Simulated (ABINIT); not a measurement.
Input of an ABINIT 10.8.3 (patched build) run:

The input run.py:

```python
import json, os
import numpy as np
from ase.constraints import FixSymmetry
from ase.optimize import LBFGS
from ase.filters import FrechetCellFilter
from ase.units import GPa
from ase.calculators.mixing import SumCalculator
from dftd3.ase import DFTD3
from ase.calculators.abinit import Abinit, AbinitProfile
from ase import Atoms

atoms = Atoms(['Al', 'Al'],
              cell=[[2.8124553515, 0.0, 0.0], [-1.4062276757, 2.4356577814, 0.0], [0.0, 0.0, 4.86685]],
              scaled_positions=[[0.3333333333, 0.6666666667, 0.25], [0.6666666667, 0.3333333333, 0.75]],
              pbc=True)

profile = AbinitProfile(command='abinit', pp_paths=[os.path.abspath('pseudos')])
params = dict(
    pps='pawxml', xc='PBE',
    chksymtnons=0,
    tolsym=1e-05,
    ecut=408.1708,
    pawecutdg=816.3416,
    pawxcdev=0,
    kptopt=1,
    ngkpt=[11, 11, 6],
    nshiftk=1,
    shiftk=[0.0, 0.0, 0.0],
    ixc=11,
    nband=7,
    occopt=3,
    tsmear=0.05,
    nstep=100,
    tolvrs=1e-09,
    prtwf=0,
    prtden=0,
    ecutsm=0.5,
)

atoms.calc = SumCalculator([Abinit(profile=profile, directory='run', **params), DFTD3(method='pbe', damping='d3zero')])
atoms.set_constraint(FixSymmetry(atoms, symprec=1e-4))
opt = LBFGS(FrechetCellFilter(atoms), trajectory='opt.traj')
converged = opt.run(fmax=0.05, steps=30)
print('converged', converged)
print('cell (A)', np.round(atoms.cell[:], 5).tolist())
energy = atoms.get_potential_energy()
forces = atoms.get_forces()
stress = atoms.get_stress()
print(f'energy {energy:.6f} eV')
print('forces (eV/A)')
print(np.round(forces, 5))
print('stress (GPa, Voigt, tension positive)', np.round(stress / GPa, 4))
json.dump(dict(energy=energy, forces=forces.tolist(), stress=stress.tolist(), cell=atoms.cell.tolist(), frac=atoms.get_scaled_positions(wrap=False).tolist()), open('results.json', 'w'))
```

Potentials or basis: JTH PAW PBE v2.0.

Launch:

```bash
$ python run.py
```

**Question.** Estimate the relaxed volume.

**Answer.** 16.23 Å³/atom.

**Question.** Predict the relaxed cell.

**Answer.** a = 2.828 Å, b = 2.828 Å, c = 4.686 Å, α = 90.00°, β = 90.00°, γ = 120.00°.

**Question.** What does it give for the band gap on the k mesh?

**Answer.** None (metal or under the smearing width).

**Question.** Predict the dispersion energy per atom.

**Answer.** -0.165 eV.

Final structure:
```
CELL_PARAMETERS angstrom
2.82806 0.00000 0.00000
-1.41403 2.44917 0.00000
0.00000 0.00000 4.68608
ATOMIC_POSITIONS crystal
Al 0.33333 0.66667 0.25000
Al 0.66667 0.33333 0.75000
```

Caveat: the log and the count of SCF iterations are those of the last ABINIT call alone; pairwise dispersion overbinds metals, which lowers pressure and volume.
